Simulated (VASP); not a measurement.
The system is CdS.

```xyz
2
Lattice="3.8937 0.0000 0.0000 1.9468 3.3720 0.0000 1.9468 1.1240 3.1792" Properties=species:S:1:pos:R:3 pbc="T T T"
Cd    0.0000    0.0000    0.0000
S     3.8937    2.2480    1.5896
```

Measurements of this composition are mostly on another form, of space group No. 186.

| Item | Value |
| --- | --- |
| Program | VASP 6.6.1 |
| Task | relaxation of cell and atoms |
| Functional | BEEF-vdW |
| Potentials or basis | VASP PAW PBE potentials, release 64 (Cd, S) |
| Cutoff | 600 eV |
| k mesh | 6 × 6 × 6 |
| Occupations | gaussian, width 0.05 eV |
| Spin | non-collinear spin, random start |
| Starting moments | [[-0.013, -0.022, -0.043], [0.0, 0.0, 0.0]] μB |

At the start: pressure 1.5 GPa; volume 20.87 Å³/atom.

Q: Where does the relaxation end?

A: Over 3 steps the energy falls by 2.0 meV/atom and the volume is 21.31 Å³/atom (+2.1 %); space group Fm-3m (No. 225, to 0.05 Å); moment 0.00 μB per cell.

Step by step:
```tsv
step	energy change (eV)	largest force (eV/Å)	pressure (GPa)	volume (Å³)
1	0.0000	0.0000	1.49	41.74
2	-0.0036	0.0000	-0.47	42.92
3	-0.0040	0.0000	0.01	42.62
```

Final structure:
```
Cd S
1.0
     3.92086    0.00000    0.00000
     1.96043    3.39557    0.00000
     1.96043    1.13186    3.20137
Cd S
1 1
Direct
  0.00000 0.00000 0.00000
  0.50000 0.50000 0.50000
```

Caveat: the PAW data sets were made with another functional, which shifts forces and pressure a little.
